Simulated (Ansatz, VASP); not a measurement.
## One calculation of Si3N4, two programs

INCAR

```
PREC = Accurate
ENCUT = 600
EDIFF = 1E-6
ISMEAR = 0
SIGMA = 0.02
LREAL = False
LASPH = True
NELM = 60
ALGO = Normal
ISIF = 3
LWAVE = False
LCHARG = False
GGA = PE
IBRION = 2
NSW = 100
EDIFFG = -0.01
```

KPOINTS

```
Automatic mesh
0
Gamma
  6 6 6
```

The input POSCAR:

```
Si3N4
1.0
    4.1318986109      0.0000000000      0.0000000000
    0.0000000000      4.1318986109      0.0000000000
    0.0000000000      0.0000000000      4.1318986109
Si N
3 4
Direct
    0.0000000000      0.0000000000      0.5000000000
    0.0000000000      0.5000000000      0.0000000000
    0.5000000000      0.0000000000      0.0000000000
    0.2394986760      0.2394986760      0.2394986760
    0.2394986760      0.7605013240      0.7605013240
    0.7605013240      0.2394986760      0.7605013240
    0.7605013240      0.7605013240      0.2394986760
```

Input for Ansatz:

```yaml
crystal:
  lattice:
    - [4.1318986109, 0.0, 0.0]
    - [0.0, 4.1318986109, 0.0]
    - [0.0, 0.0, 4.1318986109]
  atoms:
    - { symbol: Si, position: [0.0, 0.0, 0.5] }
    - { symbol: Si, position: [0.0, 0.5, 0.0] }
    - { symbol: Si, position: [0.5, 0.0, 0.0] }
    - { symbol: "N", position: [0.239498676, 0.239498676, 0.239498676] }
    - { symbol: "N", position: [0.239498676, 0.760501324, 0.760501324] }
    - { symbol: "N", position: [0.760501324, 0.239498676, 0.760501324] }
    - { symbol: "N", position: [0.760501324, 0.760501324, 0.239498676] }
basis:
  ecutwfc: 420
kpoints:
  mp_grid: { grid: [6, 6, 6] }
hamiltonian:
  xc: pbe
scf:
  occupations: { method: gaussian, width: 0.02 }
output:
  forces: true
  stress: true
  eigenvalues: true
relax:
  adjacent_minimum: "off"
  f_tol: 0.01
  max_steps: 80
  cell: { stress_tol: 0.05 }
```

Change from the starting cell: ordered vacancies on the cation sites of zinc blende (P-43m, No. 215).

Alike in both runs: task relaxation of cell and atoms; functional PBE; k mesh 6 × 6 × 6; occupations gaussian, width 0.02 eV; no spin polarisation.

|  | VASP | Ansatz |
| --- | --- | --- |
| version | VASP 6.6.1 | Ansatz 0.2.0 |
| potentials or method | VASP PAW PBE potentials, release 64 (Si, N) | scalar-relativistic, plane waves, PAW |
| plane-wave cutoff (eV) | 600 | 420 |
| valence electrons in the cell | 32 | 32 |

|  | VASP | Ansatz | Ansatz less VASP |
| --- | --- | --- | --- |
| gap on the k mesh at the Fermi level, each at its own relaxed structure (eV) | 2.72 | 2.73 | +0.006 |
| relaxed volume (Å³/atom) | 10.06 | 10.07 | +0.013 |
| relaxed cell length with the largest relative difference (Å) | 4.129 | 4.131 | +0.0018 |

A k mesh can miss the band edges.
